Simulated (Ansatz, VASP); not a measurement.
# Cross-check of Te2Mo between VASP and Ansatz, part 2 of 2

Aim: how closely do two programs agree when they are given the same cell, functional and k mesh? The structure shown is the end of the Ansatz relaxation below.

VASP 6.6.1 and Ansatz 0.2.0.

So far: The structure; Ansatz: relaxation, PBE with D3(BJ); VASP: single point, PBE with D3(BJ), pair 1; Side by side.

## (6) VASP: single point, PBE with D3(BJ), pair 2

Level of this step: PBE with D3(BJ), no spin polarisation; plane waves and PAW (Te, Mo_sv) (VASP).

The same cell, functional, mesh and smearing now go to VASP, with its own data sets.

The input, INCAR:

```
SYSTEM = Te2Mo
PREC = Accurate
ENCUT = 500
EDIFF = 1E-06
NELM = 120
ISMEAR = -1
SIGMA = 0.02
LREAL = .FALSE.
ALGO = Normal
GGA = PE
IVDW = 12
NBANDS = 32
LASPH = .TRUE.
LORBIT = 11
LWAVE = .FALSE.
LCHARG = .FALSE.
ISIF = 2
GGA_COMPAT = .FALSE.
EFERMI = MIDGAP
KPAR = 2
```

The input, POSCAR:

```
Te2Mo
1.0
    3.5005106324      0.0000000000      0.0000000000
   -1.7502553162      3.0315311339      0.0000000000
    0.0000000000      0.0000000000     25.5919888000
Te Mo
4 2
Direct
    0.3333333105      0.6666666895      0.2951178149
    0.3333333108      0.6666666892      0.4371208332
    0.6666666892      0.3333333108      0.5628791668
    0.6666666895      0.3333333105      0.7048821851
    0.6666666439      0.3333333561      0.3660781253
    0.3333333561      0.6666666439      0.6339218747
```

The input, KPOINTS:

```
Automatic mesh
0
Gamma
11 11 2
0 0 0
```

PAW data sets: Te and Mo_sv (PBE family, release 64).

Run with:

```console
> mpirun -np 2 vasp_std
```

Numbers of over 12 decimals in the logs are rounded to 6 here.

Output:

```text
[banner, memory and clock lines left out]
running    2 mpi-ranks, on    1 nodes
[...]
LDA part: xc-table for (Slater+PW92), standard interpolation
 POSCAR, INCAR and KPOINTS ok, starting setup
[...]
entering main loop
       N       E                     dE             d eps       ncg     rms          rms(c)
DAV:   1     0.389668974029E+03    0.38967E+03   -0.25655E+04  2552   0.131E+03
DAV:   2    -0.113961644127E+02   -0.40107E+03   -0.39272E+03  2616   0.299E+02
DAV:   3    -0.362821315686E+02   -0.24886E+02   -0.24510E+02  2576   0.653E+01
DAV:   4    -0.372388080711E+02   -0.95668E+00   -0.95170E+00  2944   0.123E+01
[...]
DAV:  22    -0.359664199143E+02   -0.12047E-04   -0.51641E-07  1640   0.217E-03    0.258E-03
DAV:  23    -0.359664238538E+02   -0.39395E-05   -0.32904E-07  1552   0.152E-03    0.772E-04
DAV:  24    -0.359664243972E+02   -0.54342E-06   -0.64085E-08  1352   0.914E-04
   1 F= -.38817153E+02 E0= -.38817153E+02  d E =-.395620E-10
```

Parts of OUTCAR (step 6):

```text
 Edisp (eV)   -2.85073

  Total      -0.01390    -0.01390     0.05403     0.00000     0.00000     0.00000
  in kB      -0.08199    -0.08199     0.31872     0.00000     0.00000     0.00000
  external pressure =        0.05 kB  Pullay stress =        0.00 kB

 POSITION                                       TOTAL-FORCE (eV/Angst)
 -----------------------------------------------------------------------------------
     -0.00000      2.02102      7.55265         0.000000      0.000000     -0.015721
     -0.00000      2.02102     11.18679         0.000000      0.000000      0.016615
      1.75026      1.01051     14.40520         0.000000     -0.000000     -0.016615
      1.75026      1.01051     18.03934         0.000000     -0.000000      0.015721
      1.75026      1.01051      9.36867        -0.000000      0.000000      0.002198
      0.00000      2.02102     16.22332        -0.000000      0.000000     -0.002198
 -----------------------------------------------------------------------------------
    total drift:                               -0.000000      0.000000     -0.000000

  FREE ENERGIE OF THE ION-ELECTRON SYSTEM (eV)
  ---------------------------------------------------
  free  energy   TOTEN  =       -38.8171526803 eV

  energy  without entropy=      -38.8171526802  energy(sigma->0) =      -38.81715268

[... 3 further parts left out ...]
[key lines of the parts left out:]
E-fermi :   2.8323
```

The run ends at a pressure of 0.01 GPa, with forces up to 0.017 eV/Å.

## (7) Comparison

What differs besides the data sets and the points named for the pairs above, as far as they apply: the data sets hold 92 valence electrons in Ansatz (on its PAW soft_1 files) and 52 in VASP. Total energies have different zeros and are not compared.

Both answers:

| quantity | Ansatz | VASP | difference |
| --- | --- | --- | --- |
| pressure (GPa) | -0.01 | 0.01 | -0.02 |
| gap on the k mesh (eV) | 0.848 | 0.842 | +0.006 |

At this near-relaxed geometry the largest component of a force difference is 17 meV/Å. A gap on the mesh is an upper bound, since the band edges may lie between its points. With vacuum in the cell, a pressure given here is an average over mostly empty space and none of the material.

## (8) Ansatz: relaxation, PBE with D3(BJ)

This run makes the geometry at which the two programs are then compared. This pair takes another cell of the material, with 9 atoms against 6 for the pair before.

The structure compared here is the end of the Ansatz relaxation.

The input, input.yaml:

```yaml
crystal:
  lattice:
    - [3.5182, 0.0, 0.0]
    - [-1.7591, 3.04685058, 0.0]
    - [0.0, 0.0, 32.5787888]
  atoms:
    - { symbol: Te, position: [0.33333333, 0.66666667, 0.23021114] }
    - { symbol: Te, position: [0.33333333, 0.66666667, 0.34087175] }
    - { symbol: Te, position: [0.33333333, 0.66666667, 0.65912825] }
    - { symbol: Te, position: [0.66666667, 0.33333333, 0.44466969] }
    - { symbol: Te, position: [0.33333333, 0.66666667, 0.76978886] }
    - { symbol: Te, position: [0.66666667, 0.33333333, 0.55533031] }
    - { symbol: Mo, position: [0.66666667, 0.33333333, 0.28554144] }
    - { symbol: Mo, position: [0.33333333, 0.66666667, 0.5] }
    - { symbol: Mo, position: [0.66666667, 0.33333333, 0.71445856] }
kpoints:
  mp_grid: { grid: [11, 11, 1] }
scf:
  occupations: { method: fermi_dirac, width: 0.02 }
hamiltonian:
  xc: pbe
  pseudopotentials: { kind: paw, azcp: { folder: soft_1 } }
  dispersion: d3bj
basis:
  ecutwfc: 600
output:
  forces: true
  stress: true
relax:
  f_tol: 0.005
  max_steps: 70
  cell: { stress_tol: 0.02, p_target: 0, fix: [c, alpha, beta, gamma] }
```

Run with:

```console
> ansatz run input.yaml --threads 4 --pin off --max-ram 10240MiB --backend cpu --events-out ev --progress --plain --runs-dir out
```

Output:

```text
[...]
Crystal: 9 atoms, lattice volume = 349.226 Å³
Basis set: ecut = 600 eV, 11513 PW (Γ), exchange–correlation on 60×60×540 points (8 copies of the dense FFT grid, shifted against one another)
Bands: 83, of which v1, the nominal top of the filled ones, is band 69 counted from 1 (68 counted from 0)
Symmetry: 4 space group operations
[...]
- { symbol: Te, position: [0.333333, 0.666667, 0.345494] }
    - { symbol: Te, position: [0.333333, 0.666667, 0.654506] }
    - { symbol: Te, position: [0.666667, 0.333333, 0.444251] }
    - { symbol: Te, position: [0.333333, 0.666667, 0.766086] }
    - { symbol: Te, position: [0.666667, 0.333333, 0.555749] }
    - { symbol: Mo, position: [0.666667, 0.333333, 0.289673] }
    - { symbol: Mo, position: [0.333333, 0.666667, 0.500000] }
    - { symbol: Mo, position: [0.666667, 0.333333, 0.710327] }
[key lines of the parts left out:]
SCF converged after 8 iterations
Free energy (F): -56755.233279 eV
Fermi energy:    6.865994 eV
P = ⅓ Tr σ = -0.0054 GPa (-0.054 kbar)
```

## (9) VASP: single point, PBE with D3(BJ), pair 3

The same cell, functional, mesh and smearing now go to VASP, with its own data sets.

INCAR, as its differences from that of step 6:

```diff
@@ -11,3 +11,3 @@
 IVDW = 12
-NBANDS = 32
+NBANDS = 48
 LASPH = .TRUE.
```

The input, POSCAR:

```
Te2Mo
1.0
    3.4990796869      0.0000000000      0.0000000000
   -1.7495398435      3.0302918987      0.0000000000
    0.0000000000      0.0000000000     32.5787888000
Te Mo
6 3
Direct
    0.3333333298      0.6666666702      0.2339143537
    0.3333333301      0.6666666699      0.3454939908
    0.3333333301      0.6666666699      0.6545060092
    0.6666666734      0.3333333266      0.4442514030
    0.3333333298      0.6666666702      0.7660856463
    0.6666666734      0.3333333266      0.5557485970
    0.6666666633      0.3333333367      0.2896727372
    0.3333333401      0.6666666599      0.5000000000
    0.6666666633      0.3333333367      0.7103272628
```

The input, KPOINTS:

```
Automatic mesh
0
Gamma
11 11 1
0 0 0
```

Run with:

```console
> mpirun -np 2 vasp_std
```

Output:

```text
[banner, memory and clock lines left out]
running    2 mpi-ranks, on    1 nodes
[...]
LDA part: xc-table for (Slater+PW92), standard interpolation
 POSCAR, INCAR and KPOINTS ok, starting setup
[...]
entering main loop
       N       E                     dE             d eps       ncg     rms          rms(c)
DAV:   1     0.563630432771E+03    0.56363E+03   -0.39189E+04  1984   0.134E+03
DAV:   2    -0.141913131558E+02   -0.57782E+03   -0.56110E+03  1856   0.305E+02
DAV:   3    -0.538882913358E+02   -0.39697E+02   -0.38551E+02  1928   0.661E+01
DAV:   4    -0.557964327475E+02   -0.19081E+01   -0.18914E+01  2288   0.132E+01
[...]
DAV:  25    -0.539201767940E+02   -0.31335E-05   -0.73492E-08   960   0.950E-04    0.313E-03
DAV:  26    -0.539201803506E+02   -0.35566E-05   -0.23843E-07  1056   0.177E-03    0.661E-04
DAV:  27    -0.539201806927E+02   -0.34218E-06   -0.28932E-08   872   0.578E-04
   1 F= -.58430352E+02 E0= -.58430352E+02  d E =-.373812E-09
```

OUTCAR, selected parts (step 9):

```text
 Edisp (eV)   -4.51017

  Total      -0.01016    -0.01016     0.08670     0.00000    -0.00000    -0.00000
  in kB      -0.04714    -0.04714     0.40213     0.00000    -0.00000    -0.00000
  external pressure =        0.10 kB  Pullay stress =        0.00 kB

 POSITION                                       TOTAL-FORCE (eV/Angst)
 -----------------------------------------------------------------------------------
     -0.00000      2.02019      7.62065         0.000000      0.000000     -0.014785
     -0.00000      2.02019     11.25578         0.000000      0.000000      0.017333
     -0.00000      2.02019     21.32301         0.000000      0.000000     -0.017333
      1.74954      1.01010     14.47317        -0.000000      0.000000     -0.016996
     -0.00000      2.02019     24.95814         0.000000      0.000000      0.014785
      1.74954      1.01010     18.10562        -0.000000      0.000000      0.016996
      1.74954      1.01010      9.43719        -0.000000      0.000000      0.000241
      0.00000      2.02019     16.28939         0.000000     -0.000000     -0.000000
      1.74954      1.01010     23.14160        -0.000000      0.000000     -0.000241
 -----------------------------------------------------------------------------------
    total drift:                               -0.000000      0.000000     -0.000000

  FREE ENERGIE OF THE ION-ELECTRON SYSTEM (eV)
  ---------------------------------------------------
  free  energy   TOTEN  =       -58.4303522919 eV

  energy  without entropy=      -58.4303522915  energy(sigma->0) =      -58.43035229

[... 3 further parts left out ...]
[key lines of the parts left out:]
E-fermi :   4.0629
```

The run ends at a pressure of 0.01 GPa, with forces up to 0.017 eV/Å.

## (10) Comparison

What differs besides the data sets and the points named for the pairs above, as far as they apply: the data sets hold 138 valence electrons in Ansatz (on its PAW soft_1 files) and 78 in VASP. Total energies have different zeros and are not compared.

Both answers:

| quantity | Ansatz | VASP | difference |
| --- | --- | --- | --- |
| pressure (GPa) | -0.01 | 0.01 | -0.02 |
| gap on the k mesh (eV) | 0.746 | 0.740 | +0.006 |

At this near-relaxed geometry the largest component of a force difference is 17 meV/Å. A gap on the mesh is an upper bound, since the band edges may lie between its points. With vacuum in the cell, a pressure given here is an average over mostly empty space and none of the material.

## (11) Outcome

```json
{
 "difference in gap on the k mesh (single point, PBE with D3(BJ), pair 1)": "-0.0044 eV",
 "r.m.s. force difference (single point, PBE with D3(BJ), pair 1)": "7.0 meV/Å",
 "difference in gap on the k mesh (single point, PBE with D3(BJ), pair 2)": "0.0059 eV",
 "r.m.s. force difference (single point, PBE with D3(BJ), pair 2)": "7.6 meV/Å",
 "difference in gap on the k mesh (single point, PBE with D3(BJ), pair 3)": "0.0055 eV",
 "r.m.s. force difference (single point, PBE with D3(BJ), pair 3)": "7.7 meV/Å"
}
```

**Reading.** The r.m.s. force difference is 7.7 meV/Å (single point, PBE with D3(BJ), pair 3), within the 12 meV/Å picked in this series as the mark of a large difference. The data sets hold unlike numbers of valence electrons (46 in Ansatz and 26 in VASP, 92 in Ansatz and 52 in VASP and 138 in Ansatz and 78 in VASP), so part of the differences comes from the potentials. Such differences can come from data sets, numerical settings and the points named under the comparisons, not from the functional's error against experiment.

[Lines on the potential files, build, host, timing and source positions are cut from VASP's logs without a mark.]

[Logs are printed without paths, hosts, clocks, repeated set-up lines and the standing remarks that a program may print on its own settings, such as how far it seeks lower states.]

[Hosts, paths, dates, database ids (printed as entryN), source tags and the programs' standing remarks are cut or masked in the printed files.]
